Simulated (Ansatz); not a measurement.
Relaxed bulk Ta₂Si, space group I4/mcm (No. 140):

```yaml
crystal:
  lattice:
    - [-3.06838, 3.06838, 2.51990]
    - [3.06838, -3.06838, 2.51990]
    - [3.06838, 3.06838, -2.51990]
  atoms:
    - { symbol: Si, position: [0.25000, 0.25000, 0.00000] }
    - { symbol: Si, position: [0.75000, 0.75000, 0.00000] }
    - { symbol: Ta, position: [0.66307, 0.83693, 0.50000] }
    - { symbol: Ta, position: [0.83693, 0.33693, 0.17387] }
    - { symbol: Ta, position: [0.33693, 0.16307, 0.50000] }
    - { symbol: Ta, position: [0.16307, 0.66307, 0.82613] }
```

Miller indices refer to the conventional cell of I4/mcm (No. 140), a = 6.137 Å, b = 6.137 Å, c = 5.040 Å, α = 90.00°, β = 90.00°, γ = 90.00°.

The (101) slab of 18 planes, 11.3 Å thick with 15 Å of vacuum as cut; outer planes Ta (top) and Si (bottom).

These are results of DFT PBEsol, scalar-relativistic, plane waves, PAW in Ansatz 0.2.0, not measurements. Plane waves to 420 eV, a k mesh through Γ of 7×7×1 on the computed 18-atom cell and Gaussian smearing (0.10 eV); no spin polarisation. A dipole correction removes the field between periodic images along c.

The slab's inner planes relax by over 3 % too, so it holds no bulk-like region.

Results for the relaxed slab:

```
Surface energy (mean of both faces)   : 3.18 J/m²
Work function                         : 3.56 eV (top), 4.53 eV (bottom)
Dipole of the slab along +c, per cell : 0.13 e·Å
```

Relaxation lowers the energy by 0.503 J/m² a face; the largest move is 0.482 Å.

```
plane (bottom to top)  atoms  spacing to next, bulk (Å)  relaxed (Å)  change (%)
                    1     Si                      0.339        0.680      +101.0
                    2     Ta                      1.270        1.016       -20.0
                    3     Ta                      0.339        0.163       -52.0
                    4     Si                      0.339        0.452       +33.6
                    5     Ta                      1.270        1.260        -0.8
                    6     Ta                      0.339        0.372       +10.0
                    7     Si                      0.339        0.310        -8.4
                    8     Ta                      1.270        1.286        +1.3
                    9     Ta                      0.339        0.330        -2.5
                   10     Si                      0.339        0.357        +5.6
                   11     Ta                      1.270        1.275        +0.4
                   12     Ta                      0.339        0.327        -3.4
                   13     Si                      0.339        0.330        -2.4
                   14     Ta                      1.270        1.345        +5.9
                   15     Ta                      0.339        0.422       +24.8
                   16     Si                      0.339        0.109       -67.9
                   17     Ta                      1.270        0.900       -29.1
                   18     Ta
```

With no bulk-like middle, the error of these values can't be bounded. The cut goes through a narrower spacing than the widest between these planes, so another termination is probably cheaper.

Spin-orbit coupling is left out, which matters for the bands of heavy elements. Ta2Si comes from a database of computed cells and wasn't matched to a measured crystal.

Worked out: the slab's 18 atoms lie 9.666 eV above the same atoms in the bulk. Shared over two faces of 24.37 Å² this is 198.3 meV/Å², and 1 eV/Å² is 16.02 J/m², which gives 3.18 J/m². The faces differ by 0.96 eV because the slab carries a dipole: a dipole layer of p per area A shifts the vacuum level by e·p/(ε0·A) = 180.95 V·Å × 0.1299 e·Å / 24.37 Å² = 0.96 eV.

The relaxation is concentrated near the two faces, though it doesn't fade evenly inward. At the top, the outermost Ta plane closes up on the next, from 1.270 to 0.900 Å, as expected when a metal atom loses neighbours and strengthens its remaining bonds while the electron density smooths over an open surface. At the bottom, the Si-Ta spacing widens from 0.339 to 0.680 Å. The very large percentages partly reflect how narrow such spacings are in the bulk.

The work function is lower on the Ta face, which fits the electronegativities: electropositive Ta outermost leaves positive charge towards the vacuum, whereas Si outermost probably does the reverse. Because a metal screens its interior, the slab's dipole reflects the difference between two surface dipole layers, not a polarisation of the bulk. The surface energy belongs to the pair of complementary faces, so it doesn't show which of them is the more stable.
